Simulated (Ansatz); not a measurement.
**Silicon, simple cubic under BLYP: ground state and equation of state**

The plan for silicon in the simple cubic structure: relax it, solve it on a dense k-mesh, then scale the cell to 7 volumes from 88 to 112 % of the relaxed one and try a fit of the equation of state. Spin polarisation is left out. The k-meshes are 12×12×12 for the relaxation; 20×20×20 for the dense run; 14×14×14 for the volumes.

This is Si in the simple cubic structure; at room conditions it is diamond.

Program: Ansatz 0.2.0. Level of theory: DFT BLYP, plane waves (420 eV) with PAW, scalar-relativistic; PBE-made PAW files. These are calculated values, not measurements.

## 1. The system as given

Symmetry: Pm-3m, No. 221, cubic system. The conventional cell has a = 2.531 Å, b = 2.531 Å, c = 2.531 Å, α = 90.00°, β = 90.00°, γ = 90.00°. Si (site symmetry m-3m) has 6 Si at 2.53 Å as nearest neighbours.

Coordinates:

```cif
data_structure
_symmetry_space_group_name_H-M 'P 1'
_symmetry_Int_Tables_number 1
_cell_length_a 2.5312
_cell_length_b 2.5312
_cell_length_c 2.5312
_cell_angle_alpha 90.000
_cell_angle_beta 90.000
_cell_angle_gamma 90.000
_cell_volume 16.22
loop_
_atom_site_label
_atom_site_type_symbol
_atom_site_fract_x
_atom_site_fract_y
_atom_site_fract_z
_atom_site_occupancy
Si1 Si 0.00000 0.00000 0.00000 1
```

## 2. Relaxing cell and atoms

input.yaml

```yaml
crystal:
  lattice:
    - [2.5311671355, 0.0, 0.0]
    - [0.0, 2.5311671355, 0.0]
    - [0.0, 0.0, 2.5311671355]
  atoms:
    - { symbol: Si, position: [0.0, 0.0, 0.0] }
hamiltonian:
  xc: blyp
  pseudopotentials:
    kind: paw
    azcp:
      Si: "pseudopotentials/Si.paw.azcp"
basis:
  ecutwfc: 420
  fft_grid_basis: typed
kpoints:
  mp_grid: { grid: [12, 12, 12], shift: [0, 0, 0] }
magnetization:
  spin_polarized: false
scf:
  occupations: { method: fermi_dirac, width: 0.1 }
relax:
  max_steps: 60
  f_tol: 0.01
  cell: {}
```

Output:

```text
Warning: RAYON_NUM_THREADS=2 ignored (pool sized by the plan → 2); use --threads N
Engine: ansatz 0.2.0, aarch64-unknown-linux-gnu
Pseudopotentials: kind: paw
Pseudopotential: Si, paw, valence charge 4, recommended cutoff 420 eV (normal), <dir>
Functional definition: BLYP
  parameter beta = 0.0042
  parameter a = 0.04918
  parameter b = 0.132
  parameter c = 0.2533
  parameter d = 0.349
  exchange = b88_x(beta = beta)
  correlation = lyp_c(a = a, b = b, c = c, d = d)
Crystal: 1 atoms, lattice volume = 16.217 Å³
Basis set: ecut = 420 eV, 305 PW (Γ), exchange–correlation on 36×36×36 points (8 copies of the dense FFT grid, shifted against one another)
Bands: 6, of which v1, the nominal top of the filled ones, is band 2 counted from 1 (1 counted from 0)
Symmetry: 48 space group operations
Space group: Pm-3m (ITA 221), of the structure as read, at distance tolerance 2.5e-5 Å
k-points: 84 of 1728
Non-local potential: Si, projectors of the file, l = 0: 2, l = 1: 2, l = 2: 2
PAW form: soft (Blöchl's): semilocal exchange-correlation on the pseudo side does not see the compensation charge
PAW frozen core: Si, regenerated for the run's functional, and the local potential with it (the file was generated under x = pbe(κ = 0.804, μ = 0.2195149727645171), c = pbe(β = 0.06672455060314922))
PAW one-centre angular grid: Si, 110 points (default); XC on 64 Gauss nodes
Initial density: superposition of atomic densities (neutral atoms: chi_scale 0, normalization atom), corrected by the library's trained network
Initial wavefunctions: pseudopotential atomic-orbital guess
Functional: x = b88, c = lyp
SCF iter   1: F=—  HF=-638.856019 eV  |F-HF|=—  |Δ(HF+E_count)|=         —  Δρ=7.85e-3  dr2=1.25e-2  ethr=1.77e-3  ⟨swp⟩=5.3  Hψ=4796  notcnv=0
preconditioner: auto → none  [metal: Δε(μ)=0.090 eV  Ē_g=13.421 eV  σ=0.100 eV  W_gap=0.22  n_scr=0 (ndim 8)  ℏωp=18.4 eV  f_vac=0.000  D(μ)=0.47/eV (n_scr^D=0)]
SCF iter   2: F=—  HF=-638.851865 eV  |F-HF|=—  |Δ(HF+E_count)|=   4.15e-3  Δρ=3.05e-3  dr2=1.83e-3  ethr=3.13e-4  ⟨swp⟩=1.0  Hψ=1178  notcnv=0
SCF iter   3: F=—  HF=-638.851172 eV  |F-HF|=—  |Δ(HF+E_count)|=   6.93e-4  Δρ=1.63e-4  dr2=3.01e-6  ethr=4.58e-5  ⟨swp⟩=2.0  Hψ=676  notcnv=0
SCF iter   4: F=—  HF=-638.851188 eV  |F-HF|=—  |Δ(HF+E_count)|=   1.59e-5  Δρ=1.93e-5  dr2=3.38e-8  ethr=7.51e-8  ⟨swp⟩=2.2  Hψ=686  notcnv=0
iter 5 did not close the SCF: its close was put off for the readings that it lacked (scf_convergence_deferred on its scf_iter line)
SCF iter   5: F=-638.851188 eV  HF=-638.851188 eV  |F-HF|=3.47e-10  |Δ(HF+E_count)|=   4.81e-8  Δρ=1.69e-6  dr2=3.05e-10  ethr=8.45e-10  ⟨swp⟩=2.0  Hψ=684  notcnv=0
SCF iter   6: F=-638.851188 eV  HF=-638.851188 eV  |F-HF|=1.14e-13  |Δ(HF+E_count)|=  4.48e-10  Δρ=3.08e-8  dr2=8.20e-14  ethr=7.62e-12  ⟨swp⟩=1.0  Hψ=1439  notcnv=0
SCF 1 converged in 6 iterations: F = -638.851188 eV  dr2 = 8.20e-14
relax step   1: F+E_penalty+E_count = -638.85118796 eV  Δ(F+E_penalty+E_count) = +0.000e0 eV  max|allowed force component| = 0.000e0 eV/Å  Δτ_max = 0.0000 Å  P = +6.176 GPa  Ω = 16.217 Å³  (6 SCF iters, dr2 threshold 1.00e-7 eV, accepted)
Crystal: 1 atoms, lattice volume = 17.007 Å³
Basis set: ecut = 420 eV, 341 PW (Γ), exchange–correlation on 36×36×36 points (8 copies of the dense FFT grid, shifted against one another)
Initial density: handed on by an earlier stage of this run
Initial wavefunctions: those handed on with the density
iter 1 solved again at ethr=9.94e-6 eV; its pass at ethr=3.10e-3 eV (dr2=3.98e-4 eV) is discarded
SCF iter   1: F=—  HF=-638.869877 eV  |F-HF|=—  |Δ(HF+E_count)|=         —  Δρ=1.59e-3  dr2=3.81e-4  ethr=9.94e-6  ⟨swp⟩=1.1  Hψ=5140  notcnv=0
preconditioner: auto → none  [metal: Δε(μ)=0.042 eV  Ē_g=13.051 eV  σ=0.100 eV  W_gap=0.10  n_scr=0 (ndim 8)  ℏωp=18.0 eV  f_vac=0.000  D(μ)=0.50/eV (n_scr^D=0)]
SCF iter   2: F=—  HF=-638.869929 eV  |F-HF|=—  |Δ(HF+E_count)|=   5.20e-5  Δρ=8.36e-4  dr2=9.94e-5  ethr=9.52e-6  ⟨swp⟩=1.0  Hψ=504  notcnv=0
SCF iter   3: F=—  HF=-638.869979 eV  |F-HF|=—  |Δ(HF+E_count)|=   4.99e-5  Δρ=4.47e-5  dr2=1.79e-7  ethr=2.48e-6  ⟨swp⟩=2.0  Hψ=671  notcnv=0
SCF iter   4: F=-638.869979 eV  HF=-638.869979 eV  |F-HF|=1.29e-9  |Δ(HF+E_count)|=   1.84e-7  Δρ=3.95e-6  dr2=1.20e-9  ethr=2.50e-9  ⟨swp⟩=4.0  Hψ=1296  notcnv=0
SCF 2 converged in 4 iterations: F = -638.869979 eV  dr2 = 1.20e-9
relax step   2: F+E_penalty+E_count = -638.86997896 eV  Δ(F+E_penalty+E_count) = -1.879e-2 eV  max|allowed force component| = 0.000e0 eV/Å  Δτ_max = 0.0000 Å  P = +1.688 GPa  Ω = 17.007 Å³  energy of the carried Pulay correction = -1.247e-4 eV  (4 SCF iters, dr2 threshold 1.00e-7 eV, accepted)
Crystal: 1 atoms, lattice volume = 17.324 Å³
iter 1 solved again at ethr=1.44e-6 eV; its pass at ethr=3.10e-3 eV (dr2=5.76e-5 eV) is discarded
SCF iter   1: F=—  HF=-638.871738 eV  |F-HF|=—  |Δ(HF+E_count)|=         —  Δρ=6.00e-4  dr2=5.56e-5  ethr=1.44e-6  ⟨swp⟩=2.0  Hψ=4961  notcnv=0
preconditioner: auto → none  [metal: Δε(μ)=0.036 eV  Ē_g=12.912 eV  σ=0.100 eV  W_gap=0.09  n_scr=0 (ndim 8)  ℏωp=17.8 eV  f_vac=0.000  D(μ)=0.52/eV (n_scr^D=0)]
SCF iter   2: F=—  HF=-638.871756 eV  |F-HF|=—  |Δ(HF+E_count)|=   1.86e-5  Δρ=3.16e-4  dr2=1.46e-5  ethr=1.39e-6  ⟨swp⟩=1.0  Hψ=504  notcnv=0
SCF iter   3: F=-638.871762 eV  HF=-638.871762 eV  |F-HF|=2.13e-8  |Δ(HF+E_count)|=   5.60e-6  Δρ=1.66e-5  dr2=2.46e-8  ethr=2.50e-9  ⟨swp⟩=3.1  Hψ=1791  notcnv=0
SCF 3 converged in 3 iterations: F = -638.871762 eV  dr2 = 2.46e-8
relax step   3: F+E_penalty+E_count = -638.87176197 eV  Δ(F+E_penalty+E_count) = -1.783e-3 eV  max|allowed force component| = 0.000e0 eV/Å  Δτ_max = 0.0000 Å  P = +0.186 GPa  Ω = 17.324 Å³  energy of the carried Pulay correction = -1.731e-4 eV  (3 SCF iters, dr2 threshold 1.00e-7 eV, accepted)
Crystal: 1 atoms, lattice volume = 17.364 Å³
iter 1 solved again at ethr=2.64e-8 eV; its pass at ethr=3.10e-3 eV (dr2=1.06e-6 eV) is discarded
SCF iter   1: F=—  HF=-638.871770 eV  |F-HF|=—  |Δ(HF+E_count)|=         —  Δρ=8.53e-5  dr2=1.04e-6  ethr=2.64e-8  ⟨swp⟩=1.8  Hψ=4875  notcnv=0
preconditioner: auto → none  [metal: Δε(μ)=0.033 eV  Ē_g=12.894 eV  σ=0.100 eV  W_gap=0.08  n_scr=0 (ndim 8)  ℏωp=17.8 eV  f_vac=0.000  D(μ)=0.52/eV (n_scr^D=0)]
SCF iter   2: F=—  HF=-638.871780 eV  |F-HF|=—  |Δ(HF+E_count)|=   9.66e-6  Δρ=4.57e-5  dr2=2.86e-7  ethr=2.59e-8  ⟨swp⟩=1.0  Hψ=504  notcnv=0
SCF iter   3: F=-638.871780 eV  HF=-638.871780 eV  |F-HF|=1.86e-10  |Δ(HF+E_count)|=   1.61e-7  Δρ=2.22e-6  dr2=4.43e-10  ethr=2.17e-9  ⟨swp⟩=4.0  Hψ=1284  notcnv=0
SCF 4 converged in 3 iterations: F = -638.871780 eV  dr2 = 4.43e-10
relax step   4: F+E_penalty+E_count = -638.87178021 eV  Δ(F+E_penalty+E_count) = -1.824e-5 eV  max|allowed force component| = 0.000e0 eV/Å  Δτ_max = 0.0000 Å  P = +0.008 GPa  Ω = 17.364 Å³  energy of the carried Pulay correction = -1.792e-4 eV  (3 SCF iters, dr2 threshold 8.66e-8 eV, accepted)
Initial wavefunctions: pseudopotential atomic-orbital guess (no wavefunctions were taken with the density)
iter 1 solved again at ethr=1.94e-7 eV; its pass at ethr=3.10e-3 eV (dr2=7.75e-6 eV) is discarded
SCF iter   1: F=—  HF=-638.872023 eV  |F-HF|=—  |Δ(HF+E_count)|=         —  Δρ=4.64e-5  dr2=3.28e-8  ethr=1.94e-7  ⟨swp⟩=3.0  Hψ=6225  notcnv=0
SCF iter   2: F=—  HF=-638.872032 eV  |F-HF|=—  |Δ(HF+E_count)|=   9.08e-6  Δρ=2.38e-5  dr2=8.20e-9  ethr=8.21e-10  ⟨swp⟩=2.1  Hψ=683  notcnv=0
SCF iter   3: F=—  HF=-638.872032 eV  |F-HF|=—  |Δ(HF+E_count)|=   3.48e-7  Δρ=1.26e-6  dr2=4.06e-11  ethr=2.05e-10  ⟨swp⟩=2.0  Hψ=692  notcnv=0
SCF iter   4: F=-638.872032 eV  HF=-638.872032 eV  |F-HF|=1.93e-11  |Δ(HF+E_count)|=  8.03e-10  Δρ=2.40e-7  dr2=1.77e-12  ethr=1.00e-12  ⟨swp⟩=5.6  Hψ=1544  notcnv=0
SCF 5 converged in 4 iterations: F = -638.872032 eV  dr2 = 1.77e-12
relax step   5: F+E_penalty+E_count = -638.87203215 eV  Δ(F+E_penalty+E_count) = -2.519e-4 eV  max|allowed force component| = 0.000e0 eV/Å  Δτ_max = 0.0000 Å  P = +0.032 GPa  Ω = 17.364 Å³  stress off target by 3.17e-2 GPa  SCF on the basis re-selected at this cell (its energy is not comparable with the rows above)  (4 SCF iters)
basis re-selected at this cell: Δ(F+E_penalty+E_count) = -2.519e-4 eV, ΔP = +0.024 GPa vs the last step (what re-selecting the basis moved, of the pressure what is left beyond the Pulay correction that the steps carried, after the strain that the cell walked since its last selection, with what the two solves' SCF thresholds leave and, on support functions, any second-order correction that the steps lacked; it is no measure of the basis error at this ecutwfc). This SCF's stress stands 3.17e-2 GPa from its target on what of the cell is left free (relax.cell.stress_tol is 5.00e-2 GPa) and its largest allowed force component is 0.00e0 eV/Å (relax.f_tol is 1.00e-2 eV/Å): within both
SCF converged after 4 iterations
Free energy (F): -638.872032 eV
Harris-Foulkes:  -638.872032 eV  (|F-HF|=1.93e-11)
Internal energy: -638.854375 eV  (E = F + TS)
E sigma→0 (E₀):  -638.863203 eV
Entropy (-TS):   -0.017657 eV (-17.657 meV/atom)
Fermi energy:    8.344497 eV
--- Per-component energies (eV) ---
  E_band       = 13.452739
  E_kinetic    = 39.711725
  E_local      = -10.306721  (includes V_loc(G=0)·N_el)
  E_nonlocal   = 26.738635
  E_hartree    = 2.304173
  E_xc         = -53.892699
  E_vxc        = -44.877830  (∫ρ·V_xc dr)
  E_paw        = -517.204050  (= ΣΔE_a)
  E_vpaw       = -2.421421  (= ΣTr[D̂ρ^β])
  E_aug_tail   = 0.000007  (compensation charges beyond the density's cutoff)
  E_ewald      = -126.219892
  E_core_change = 0.014448  (= ΣΔE_core)
  E_smearing   = -0.017657  (= −TS)
  E_closure    = -0.000000  (closes the sum)
  Σ components = -638.872032   (vs F -638.872032, Δ=0.00e0)
--- Forces (eV/Å), atoms counted from 1 ---
  atom   1  Si    -0.00000000    -0.00000000     0.00000000
  max |Σ_I F_I| component: 5.14e-34 eV/Å
--- Stress (GPa, compression-positive) ---
        0.031743      -0.000000       0.000000
       -0.000000       0.031743       0.000000
        0.000000       0.000000       0.031743
  P = ⅓ Tr σ = 0.0317 GPa (0.317 kbar)
--- Relaxed structure (4 steps of the walk, 4 accepted, 1 SCFs on fresh bases) ---
  F+E_penalty+E_count = -638.87203215 eV   max|allowed force component| = 0.000e0 eV/Å   (the final SCF, on the basis selected at the relaxed cell)
  cell:  # Å, volume = 17.3643 Å³
    - [2.5895175185624053, 8.217301096052206e-33, 0.0]
    - [8.602487084929653e-33, 2.5895175185624053, 2.0543252740130515e-33]
    - [0.0, 2.0543252740130515e-33, 2.5895175185624053]
  atoms:
    - { symbol: Si, position: [0.0, 0.0, 0.0] }
```

Run time: 1.4 s. Hardware: 2 threads of an Arm CPU, shared host; peak memory 0.26 GiB.

Step by step:

| step | energy change (meV/atom) | largest force (eV/Å) | pressure (GPa) | volume (Å³/atom) |
| --- | --- | --- | --- | --- |
| 1 | 0.00 | 0.0000 | 6.18 | 16.217 |
| 2 | -18.79 | 0.0000 | 1.69 | 17.007 |
| 3 | -20.57 | 0.0000 | 0.19 | 17.324 |
| 4 | -20.59 | 0.0000 | 0.01 | 17.364 |
| 5 | -20.84 | 0.0000 | 0.03 | 17.364 |

Steps that repeat a cell are solved on a basis chosen anew, so their changes of energy are no gain of the relaxation.

The cell of the run, before and after:

|  | before | after | change |
| --- | --- | --- | --- |
| a (Å) | 2.531 | 2.590 | +2.3 % |
| b (Å) | 2.531 | 2.590 | +2.3 % |
| c (Å) | 2.531 | 2.590 | +2.3 % |
| volume (Å³/atom) | 16.217 | 17.364 | +7.1 % |
| shortest distance (Å) | 2.531 | 2.590 | +2.3 % |
| space group (spins left aside) | Pm-3m | Pm-3m | same |

## 3. Single point on a dense mesh

input.yaml

```yaml
crystal:
  lattice:
    - [2.5895175186, 0.0, 0.0]
    - [0.0, 2.5895175186, 0.0]
    - [0.0, 0.0, 2.5895175186]
  atoms:
    - { symbol: Si, position: [0.0, 0.0, 0.0] }
hamiltonian:
  xc: blyp
  pseudopotentials:
    kind: paw
    azcp:
      Si: "pseudopotentials/Si.paw.azcp"
basis:
  ecutwfc: 420
  fft_grid_basis: typed
kpoints:
  mp_grid: { grid: [20, 20, 20], shift: [0, 0, 0] }
magnetization:
  spin_polarized: false
scf:
  occupations: { method: fermi_dirac, width: 0.1 }
```

Output, cut to the lines that bear on the results:

```text
Warning: RAYON_NUM_THREADS=2 ignored (pool sized by the plan → 2); use --threads N
[...]
Pseudopotentials: kind: paw
Pseudopotential: Si, paw, valence charge 4, recommended cutoff 420 eV (normal), <dir>
Functional definition: BLYP
[...]
Crystal: 1 atoms, lattice volume = 17.364 Å³
Basis set: ecut = 420 eV, 341 PW (Γ), exchange–correlation on 36×36×36 points (8 copies of the dense FFT grid, shifted against one another)
Bands: 6, of which v1, the nominal top of the filled ones, is band 2 counted from 1 (1 counted from 0)
Symmetry: 48 space group operations
Space group: Pm-3m (ITA 221), of the structure as read, at distance tolerance 2.6e-5 Å
k-points: 286 of 8000
[...]
SCF iter   1: F=—  HF=-638.887491 eV  |F-HF|=—  |Δ(HF+E_count)|=         —  Δρ=7.70e-3  dr2=1.32e-2  ethr=1.77e-3  ⟨swp⟩=5.2  Hψ=16255  notcnv=0
[...]
SCF iter   6: F=-638.882363 eV  HF=-638.882363 eV  |F-HF|=3.41e-13  |Δ(HF+E_count)|=  1.97e-10  Δρ=8.34e-8  dr2=1.32e-12  ethr=3.42e-11  ⟨swp⟩=1.0  Hψ=4904  notcnv=0
[...]
SCF converged after 6 iterations
Free energy (F): -638.882363 eV
[...]
E sigma→0 (E₀):  -638.874181 eV
Entropy (-TS):   -0.016363 eV (-16.363 meV/atom)
Fermi energy:    8.325758 eV
[...]
```

It took 0.91 s on 2 threads of an Arm CPU, shared host; peak memory 0.28 GiB.

## 4. Volume × 0.88

input.yaml

```yaml
crystal:
  lattice:
    - [2.4814931317, 0.0, 0.0]
    - [0.0, 2.4814931317, 0.0]
    - [0.0, 0.0, 2.4814931317]
  atoms:
    - { symbol: Si, position: [0.0, 0.0, 0.0] }
hamiltonian:
  xc: blyp
  pseudopotentials:
    kind: paw
    azcp:
      Si: "pseudopotentials/Si.paw.azcp"
basis:
  ecutwfc: 420
  fft_grid_basis: typed
kpoints:
  mp_grid: { grid: [14, 14, 14], shift: [0, 0, 0] }
magnetization:
  spin_polarized: false
scf:
  occupations: { method: fermi_dirac, width: 0.1 }
  lower_state_search: "off"
output:
  stress: true
```

Output, cut to the lines that bear on the results:

```text
Warning: RAYON_NUM_THREADS=2 ignored (pool sized by the plan → 2); use --threads N
[...]
Pseudopotentials: kind: paw
Pseudopotential: Si, paw, valence charge 4, recommended cutoff 420 eV (normal), <dir>
Functional definition: BLYP
[...]
Crystal: 1 atoms, lattice volume = 15.281 Å³
Basis set: ecut = 420 eV, 305 PW (Γ), exchange–correlation on 36×36×36 points (8 copies of the dense FFT grid, shifted against one another)
Bands: 6, of which v1, the nominal top of the filled ones, is band 2 counted from 1 (1 counted from 0)
Symmetry: 48 space group operations
Space group: Pm-3m (ITA 221), of the structure as read, at distance tolerance 2.5e-5 Å
k-points: 120 of 2744
[...]
SCF iter   1: F=—  HF=-638.812541 eV  |F-HF|=—  |Δ(HF+E_count)|=         —  Δρ=8.43e-3  dr2=1.32e-2  ethr=1.77e-3  ⟨swp⟩=5.4  Hψ=6907  notcnv=0
[...]
SCF iter   6: F=-638.807431 eV  HF=-638.807431 eV  |F-HF|=0.00e0  |Δ(HF+E_count)|=  4.82e-10  Δρ=2.84e-8  dr2=4.67e-14  ethr=5.08e-12  ⟨swp⟩=1.0  Hψ=2057  notcnv=0
[...]
SCF converged after 6 iterations
Free energy (F): -638.807431 eV
[...]
E sigma→0 (E₀):  -638.801401 eV
Entropy (-TS):   -0.012059 eV (-12.059 meV/atom)
Fermi energy:    10.014149 eV
[...]
--- Stress (GPa, compression-positive) ---
       13.690459       0.000000       0.000000
        0.000000      13.690459       0.000000
        0.000000       0.000000      13.690459
  P = ⅓ Tr σ = 13.6905 GPa (136.905 kbar)
```

Run time: 0.49 s. Hardware: 2 threads of an Arm CPU, shared host; peak memory 0.25 GiB.

## 5. Volume × 0.92

Changes to input.yaml since step 4:

```diff
@@ -2,5 +2,5 @@
   lattice:
-    - [2.4814931317, 0.0, 0.0]
-    - [0.0, 2.4814931317, 0.0]
-    - [0.0, 0.0, 2.4814931317]
+    - [2.5185358039, 0.0, 0.0]
+    - [0.0, 2.5185358039, 0.0]
+    - [0.0, 0.0, 2.5185358039]
   atoms:
@@ -25 +25,5 @@
   stress: true
+  write_density: true
+  write_potential: true
+  elf: true
+  volumetric_format: npy
```

Output, cut to the lines that bear on the results:

```text
Warning: RAYON_NUM_THREADS=2 ignored (pool sized by the plan → 2); use --threads N
[...]
Pseudopotentials: kind: paw
Pseudopotential: Si, paw, valence charge 4, recommended cutoff 420 eV (normal), <dir>
Functional definition: BLYP
[...]
Crystal: 1 atoms, lattice volume = 15.975 Å³
Basis set: ecut = 420 eV, 305 PW (Γ), exchange–correlation on 36×36×36 points (8 copies of the dense FFT grid, shifted against one another)
Bands: 6, of which v1, the nominal top of the filled ones, is band 2 counted from 1 (1 counted from 0)
Symmetry: 48 space group operations
Space group: Pm-3m (ITA 221), of the structure as read, at distance tolerance 2.5e-5 Å
k-points: 120 of 2744
[...]
SCF iter   1: F=—  HF=-638.859471 eV  |F-HF|=—  |Δ(HF+E_count)|=         —  Δρ=8.18e-3  dr2=1.33e-2  ethr=1.77e-3  ⟨swp⟩=5.3  Hψ=6885  notcnv=0
[...]
SCF iter   6: F=-638.854339 eV  HF=-638.854339 eV  |F-HF|=1.14e-13  |Δ(HF+E_count)|=  5.39e-10  Δρ=3.88e-8  dr2=1.35e-13  ethr=8.85e-12  ⟨swp⟩=4.2  Hψ=2920  notcnv=0
[...]
SCF converged after 6 iterations
Free energy (F): -638.854339 eV
[...]
E sigma→0 (E₀):  -638.848090 eV
Entropy (-TS):   -0.012497 eV (-12.497 meV/atom)
Fermi energy:    9.408110 eV
[...]
--- Stress (GPa, compression-positive) ---
        8.159811       0.000000       0.000000
        0.000000       8.159811       0.000000
        0.000000       0.000000       8.159811
  P = ⅓ Tr σ = 8.1598 GPa (81.598 kbar)
--- Band table (eV; the first three rows and the last of 120) ---
  k-point 0: bands = ["-3.8603", "16.8248", "16.8248", "17.1080", "17.1080", "17.1080"]
[...]
```

Run time: 0.69 s. Hardware: 2 threads of an Arm CPU, shared host; peak memory 0.25 GiB.

Density in a lattice plane of the grid's cell (edges 2.52 and 2.52 Å, at 0.000 of the third edge), which holds Si.

Ten even steps from ' ' (0.05 e/Å³) to '@' (0.45 e/Å³):
```
  ....--++##%%@@@@@@@@%%%%%%@@@@@@@@%%##++--....
..::--==++##%%@@@@%%%%%%%%%%%%%%@@@@%%##++==--::
--====**##%%%%%%%%%%##########%%%%%%%%%%##**====
****####%%%%%%%%####**********####%%%%%%%%####**
%%%%%%%%%%%%%%##****++++++++++****##%%%%%%%%%%%%
@@@@@@@@%%%%##**++++==========++++**##%%%%@@@@@@
@@@@@@%%%%##**++====----------====++**##%%%%@@@@
@@@@@@%%##**++====----::::::----====++**##%%@@@@
@@%%%%####**++==----::::::::::----==++**####%%%%
@@%%%%##****++==----::::::::::----==++****##%%%%
@@%%%%####**++==----::::::::::----==++**####%%%%
@@@@@@%%##**++====----::::::----====++**##%%@@@@
@@@@@@%%%%##**++====----------====++**##%%%%@@@@
@@@@@@@@%%%%##**++++==========++++**##%%%%@@@@@@
%%%%%%%%%%%%%%##****++++++++++****##%%%%%%%%%%%%
****####%%%%%%%%####**********####%%%%%%%%####**
--====**##%%%%%%%%%%##########%%%%%%%%%%##**====
..::--==++##%%@@@@%%%%%%%%%%%%%%@@@@%%##++==--::
  ....--++##%%@@@@@@@@%%%%%%@@@@@@@@%%##++--....
    ..::==**%%@@@@@@@@@@@@@@@@@@@@@@%%**==::..  
```
Columns run along the first of these edges and rows up along the second, over one cell in 24 and 20 even steps from the bottom left corner. Atoms in the plane (fractional): Si at (0.00, 0.00).

ELF in the same plane.

Ten even steps from '0' (0.21) to '9' (0.84):
```
432224689999999998642223
322234688999999988643222
222335678888888887653322
444456777777777777765444
666667777665556677776666
888887766544444566778888
999887654332223345678899
999987653211111235678999
999887543100000134578899
999887542100000124578899
999887543100000134578899
999987653211111235678999
999887654332223345678899
888887766544444566778888
666667777665556677776666
444456777777777777765444
222335678888888887653322
322234688999999988643222
432224689999999998642223
653224689999999998642235
```
Columns run along the first of these edges and rows up along the second, over one cell in 24 and 20 even steps from the bottom left corner. Atoms in the plane (fractional): Si at (0.00, 0.00).

Both are smooth fields of the valence electrons: close to the nuclei they are not physical.

The highest ELF values outside the cores: 0.84 on the Si–Si line, 1.0 Å from Si.

(Part 1 of 2 ends here.)
